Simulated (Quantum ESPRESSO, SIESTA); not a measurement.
Given: the input of a run of SIESTA 5.4.2 on BN. The cell is a database's computed one, not the measured one.

The input BN.fdf:

```
SystemName                      BN
SystemLabel                     BN
NumberOfSpecies                 2
NumberOfAtoms                   2
%block ChemicalSpeciesLabel
  1   7 N
  2   5 B
%endblock ChemicalSpeciesLabel

UseStructFile                   true

%block kgrid.MonkhorstPack
   13   0   0  0.0
    0  13   0  0.0
    0   0  13  0.0
%endblock kgrid.MonkhorstPack
XC.Functional                   GGA
XC.Authors                      PBE
PAO.BasisSize                   DZP
PAO.EnergyShift                 0.003 Ry
Mesh.Cutoff                     800 Ry
OccupationFunction              FD
ElectronicTemperature           0.05 eV
MaxSCFIterations                120
SCF.MustConverge                false
SCF.Mixer.Method                Pulay
SCF.Mixer.Weight                0.25
SCF.Mixer.History               8
SCF.DM.Tolerance                5.0e-05
SCF.H.Tolerance                 1.0e-03 eV
WriteForces                     true
Charge.Mulliken                 end
Charge.Hirshfeld                end
Charge.Voronoi                  end
SaveRho                         true
SaveElectrostaticPotential      true
```

Contents of BN.STRUCT_IN:

```
   0.0000000000     1.8130010000     1.8130010000
   1.8130010000     0.0000000000     1.8130010000
   1.8130010000     1.8130010000     0.0000000000
2
1   7    0.2500000000     0.2500000000     0.2500000000
2   5    0.0000000000     0.0000000000     0.0000000000
```

Potentials or basis: PseudoDojo 0.4 standard (PBE files), converted to PSML, two zetas on semicore shells, DZP (energy shift 0.003 Ry).

Launch:

```console
$ siesta BN.fdf > BN.out 2>&1
```

Task: Translate it to Quantum ESPRESSO 7.5. Potentials or basis there: SSSP 1.3 efficiency PBE, cutoff 816 eV.

Result: As run (cutoffs and basis follow the program's own potentials, and thresholds, step limits or extra output files can differ):

File pw.in:

```
&CONTROL
  calculation = 'scf'
  prefix = 'pwscf'
  outdir = './tmp'
  pseudo_dir = './pseudo'
  tprnfor = .true.
  tstress = .true.
  disk_io = 'nowf'
/
&SYSTEM
  ibrav = 0
  nat = 2
  ntyp = 2
  ecutwfc = 60
  ecutrho = 480
  nbnd = 9
  occupations = 'smearing'
  smearing = 'fd'
  degauss = 0.00367493
/
&ELECTRONS
  conv_thr = 4d-10
  electron_maxstep = 120
  mixing_beta = 0.5
/
ATOMIC_SPECIES
N     14.0070 N.pbe-n-radius_5.UPF
B     10.8100 b_pbe_v1.4.uspp.F.UPF
CELL_PARAMETERS angstrom
   0.0000000000    1.8130010000    1.8130010000
   1.8130010000    0.0000000000    1.8130010000
   1.8130010000    1.8130010000    0.0000000000
ATOMIC_POSITIONS crystal
N      0.2500000000    0.2500000000    0.2500000000
B      0.0000000000    0.0000000000    0.0000000000
K_POINTS automatic
13 13 13 0 0 0
```

Potentials or basis: SSSP 1.3 efficiency PBE.

Run with:

```sh
$ OMP_NUM_THREADS=1 pw.x -in pw.in > pw.out
```

Both were run:

|  | SIESTA | Quantum ESPRESSO |
| --- | --- | --- |
| Pressure | 2.6 GPa | -1.8 GPa |

The two runs disagree by more than potentials and bases usually give (in gap, levels, pressure or energy); the cause wasn't traced.

Pressure is positive in compression.
